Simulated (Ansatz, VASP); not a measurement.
**Two plane-wave programs on Sb**

INCAR

```
  PREC = Accurate
  ENCUT = 520
  EDIFF = 1E-7
  ISMEAR = -1
  SIGMA = 0.05
  LREAL = F
  LASPH = T
  NELM = 60
  ALGO = Normal
  ISIF = 2
  LWAVE = F
  LCHARG = T
  LELF = T
  LVHAR = T
  NBANDS = 8
```

The input KPOINTS:

```
Automatic mesh
0
Gamma
  8 8 8
```

POSCAR

```
Sb
1.0
    3.1600000000      0.0000000000      0.0000000000
    0.0000000000      3.1600000000      0.0000000000
    0.0000000000      0.0000000000      3.1600000000
Sb
1
Direct
    0.0000000000      0.0000000000      0.0000000000
```

File input.yaml:

```yaml
crystal:
  lattice:
    - [3.16, 0.0, 0.0]
    - [0.0, 3.16, 0.0]
    - [0.0, 0.0, 3.16]
  atoms:
    - { symbol: Sb, position: [0.0, 0.0, 0.0] }
hamiltonian:
  xc: lda
  pseudopotentials: { kind: paw }
kpoints:
  mp_grid: { grid: [8, 8, 8] }
scf:
  occupations: { method: fermi_dirac, width: 0.05 }
output:
  forces: true
  stress: true
  eigenvalues: true
  write_density: true
  write_potential: true
  elf: true
  volumetric_format: npy
```

This isn't the form of Sb at room conditions, which is rhombohedral.

Alike in both runs: task single point; functional LDA; k mesh 8 × 8 × 8; occupations fermi-dirac, width 0.05 eV; no spin polarisation.

|  | VASP | Ansatz |
| --- | --- | --- |
| version | VASP 6.6.1 | Ansatz 0.2.0 |
| potentials or method | VASP PAW LDA potentials, release 64 (Sb) | Ansatz PAW |
| plane-wave cutoff (eV) | 520 | 420 |
| valence electrons in the cell | 5 | 15 |

Ansatz gave:

```
gap on the k mesh at the Fermi level (eV) : none
pressure (GPa)                            : -5.7
```

Question: What did VASP give for the same quantities?

Answer: gap on the k mesh at the Fermi level (eV): none; pressure (GPa): -5.6.

A gap of «none» marks a metal or a gap that the smearing closes. The two sets of potentials don't hold the same shells in valence.

Caveats: the PAW data sets come from PBE, with cores solved anew for the run's functional, which leaves a small shift of forces and pressure (Ansatz). The runs have no spin-orbit coupling, so splittings on Sb are missing.
